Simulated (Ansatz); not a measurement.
Space group Fm-3m (No. 225). a = 6.461 Å, b = 6.461 Å, c = 6.461 Å, α = 90.00°, β = 90.00°, γ = 90.00°
```
atom site symmetry x y z
  Ti    8c      -43m  0.2500  0.2500  0.7500
  Ti    4a m-3m  0.0000  0.0000  0.0000
  Al    4b m-3m  0.5000  0.0000  0.0000
```

Equation of state of this Ti3Al structure (not necessarily the ground state), with shape and atoms relaxed at each volume where symmetry leaves them free. It has no gap at any of these volumes. The calculation used DFT PBE, scalar-relativistic, plane waves, PAW in Ansatz 0.2.0.

Cutoff 420 eV; k points 12×12×12 on the computed 4-atom cell (Γ-centred); Gaussian smearing, width 0.10 eV; collinear spin.

```tsv
V (Å³/atom)	E − E(largest V) (meV/atom)	P (GPa)
14.836	50.63	17.57
15.341	4.00	12.18
15.847	-26.83	7.52
16.353	-43.92	3.49
16.859	-49.14	0.00
17.364	-44.11	-3.02
17.870	-30.23	-5.64
18.545	0.00	-8.59
```

Problem. Fit a third-order Birch–Murnaghan equation to E(V).

Solution. V0 = 16.85 Å³/atom, B0 = 108 GPa, B0' = 3.8.